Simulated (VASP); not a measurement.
# Al₂Pt: energy at fixed spin moment, by functional and volume against the source cell

Al₂Pt, Fm-3m (no. 225), 3 atoms in the cell.

| Functional | Volume against the source cell | Cell | Moment at the minimum, by a parabola in the squared moment through the lowest point and its neighbours (muB per cell) | Energy there by the same parabola, against the smallest moment (meV/atom) | Moment left free (muB per cell) | Time (s) |
|---|---|---|---|---|---|---|
| PBE | 0.94 | volume scaled by 0.94 | 0.00 | 0.0 | 0.00 | 144 |
| r2SCAN | 0.94 | volume scaled by 0.94 | 0.00 | 0.0 | 0.00 | 620 |
| PBE | 1 | as given | 0.00 | 0.0 | 0.00 | 151 |
| r2SCAN | 1 | as given | 0.00 | 0.0 | 0.00 | 698 |

## Input of the first row

INCAR.step1:
```
PREC     = Accurate       # precision mode
ENCUT    = 450            # plane-wave cutoff, eV
EDIFF    = 1E-7           # SCF threshold, eV
NELM     = 200            # most SCF steps
ALGO     = Normal         # electronic algorithm
ISMEAR   = 1              # smearing method
SIGMA    = 0.1            # smearing width, eV
LREAL    = False          # projectors in reciprocal space
LASPH    = True           # aspherical terms in the spheres
LMAXMIX  = 4              # l up to which the mixer works
LORBIT   = 11             # projections on sites
LWAVE    = False          # write WAVECAR
LCHARG   = False          # write CHGCAR
GGA      = PE             # functional
ISPIN    = 2              # spin polarisation
ISIF     = 2              # what is computed and relaxed
NUPDOWN  = 0.0            # fixed moment
MAGMOM   = 0 0 0          # initial moments
```

INCAR.step2, as INCAR.step1 but for:
```
- NUPDOWN = 0.0
- MAGMOM = 0 0 0
+ NUPDOWN = 0.13
+ MAGMOM = 0.13 0 0
```

INCAR.step3 to INCAR.step9 change the same tags again: MAGMOM = 0.26 0 0, 0.39 0 0, 0.52 0 0, 0.65 0 0, 0.78 0 0, 0.91 0 0, 1.04 0 0; NUPDOWN = 0.26, 0.39, 0.52, 0.65, 0.78, 0.91, 1.04.

INCAR.step10, as INCAR.step9 but for:
```
- NUPDOWN = 1.04
```

KPOINTS:
```
k-points
0
Gamma
  12 12 12
```

POSCAR:
```
Al2Pt
1.0
    0.0000000000      2.8946769513      2.8946769513
    2.8946769513      0.0000000000      2.8946769513
    2.8946769513      2.8946769513      0.0000000000
Pt Al
1 2
Direct
    0.0000000000      0.0000000000      0.0000000000
    0.7500000000      0.7500000000      0.7500000000
    0.2500000000      0.2500000000      0.2500000000
```

Commands (each step's output is kept before the next begins):
```
cat potpaw_PBE.64/Pt/POTCAR potpaw_PBE.64/Al/POTCAR > POTCAR
cp INCAR.step1 INCAR
mpirun -np 4 vasp_std > vasp.out
rm WAVECAR CHG
cp INCAR.step2 INCAR
mpirun -np 4 vasp_std > vasp.out
rm WAVECAR CHG
cp INCAR.step3 INCAR
mpirun -np 4 vasp_std > vasp.out
rm WAVECAR CHG
cp INCAR.step4 INCAR
mpirun -np 4 vasp_std > vasp.out
rm WAVECAR CHG
cp INCAR.step5 INCAR
mpirun -np 4 vasp_std > vasp.out
rm WAVECAR CHG
cp INCAR.step6 INCAR
mpirun -np 4 vasp_std > vasp.out
rm WAVECAR CHG
cp INCAR.step7 INCAR
mpirun -np 4 vasp_std > vasp.out
rm WAVECAR CHG
cp INCAR.step8 INCAR
mpirun -np 4 vasp_std > vasp.out
rm WAVECAR CHG
cp INCAR.step9 INCAR
mpirun -np 4 vasp_std > vasp.out
rm WAVECAR CHG
cp INCAR.step10 INCAR
mpirun -np 4 vasp_std > vasp.out
```

VASP 6.6.1 took 144 s on 4 cores (AMD EPYC 9R45 (Zen 5)), a shared host.
